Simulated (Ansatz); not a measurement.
# Which of these structures of Te2Mo lies lowest?

Computed with Ansatz 0.2.0, DFT, PBE, all-electron LAPW, scalar-relativistic.

Each cell is taken as listed (from a database or a relaxation; residual pressures are under 0.6 GPa and forces under 0.08 eV/Å), on meshes of about 0.2 Å⁻¹ spacing; energies are extrapolated to zero smearing, with no zero-point or thermal terms. Other structures, the observed one among them, may be missing from this set and lie lower. No run is spin-polarised.

Spin–orbit coupling is left out, though it moves levels of the heavy atoms by tenths of an eV or more.

(1) Order the structures by energy per atom, lowest first, and give the differences.
A.
```cif
data_structure
_symmetry_space_group_name_H-M 'P-3m1'
_symmetry_Int_Tables_number 164
_cell_length_a 3.5091
_cell_length_b 3.5091
_cell_length_c 7.9014
_cell_angle_alpha 90.000
_cell_angle_beta 90.000
_cell_angle_gamma 120.000
_cell_volume 84.26
loop_
_atom_site_label
_atom_site_type_symbol
_atom_site_symmetry_multiplicity
_atom_site_Wyckoff_symbol
_atom_site_fract_x
_atom_site_fract_y
_atom_site_fract_z
_atom_site_occupancy
Mo1 Mo 1 a 0.00000 0.00000 0.00000 1
Te1 Te 2 d 0.33333 0.66667 0.23539 1
```
(CdI2 type, relaxed by us; 12×12×7 mesh on the primitive cell, smearing 0.05 eV, P = 0.0 GPa)
B.
```
Mo Te
1.0
     0.00000    3.32808    3.32808
     3.32808    0.00000    3.32808
     3.32808    3.32808    0.00000
Mo Te
1 2
Direct
  0.00000 0.00000 0.00000
  0.25000 0.25000 0.25000
  0.75000 0.75000 0.75000
```
(fluorite type, relaxed by us; 11×11×11 mesh on the primitive cell, smearing 0.05 eV, P = 0.0 GPa)

Answers

(1) A (0 meV/atom), B (351 meV/atom).
